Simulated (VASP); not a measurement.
Runs of VASP 6.6.1 on TaS2. It takes space group P-3m1 (No. 164, trigonal). Conventional cell: a = 3.350 Å, b = 3.350 Å, c = 5.860 Å, α = 90.00°, β = 90.00°, γ = 120.00°. Around Ta (site symmetry -3m) lie 6 S at 2.43 Å. S (site symmetry 3m) is surrounded by 3 Ta at 2.43 Å. 

```tsv
task	level	cell	k mesh	cutoff (eV)	smearing	gap on the mesh (eV)	pressure (GPa)	relaxed volume (Å³/atom)	largest force (eV/Å)
single point	PBE	as given	9 × 9 × 5	520	gaussian 0.028 eV	none	9.1	-	1.26
single point	PBE	as given	9 × 9 × 5	520	gaussian 0.03 eV	none	9.1	-	1.26
relaxation of cell and atoms	revPBE+D3	relaxed	9 × 9 × 5	600	fermi-dirac 0.05 eV	none	0.0	(a)	-
relaxation of cell and atoms	RPBE+D3(BJ)	relaxed	9 × 9 × 5	600	fermi-dirac 0.05 eV	none	0.0	14.90	-
```

Alike in all rows: potentials or basis VASP PAW PBE potentials, release 64 (Ta_pv, S); no spin polarisation.

Question: Fill in the values left out.

Answer: (a) 19.22.

Caveats: this functional lacks dispersion, which binds the layers, so the pressure and a relaxed spacing across them are unreliable (some runs); forces of over 1 eV/Å show positions far from the minimum, so gaps and moduli don't describe the material at rest (some runs); the PAW data sets were made with another functional, which shifts forces and pressure a little (some runs); the volume moved by over 15 % at a fixed basis, so the end points are rough (some runs); the volume moved by -22 % from the deposited cell, more than functionals usually miss (some runs).

A k mesh can miss the band edges, and the runs leave out spin-orbit coupling on Ta.

A gap of «none» marks a metal or a gap under the smearing width.
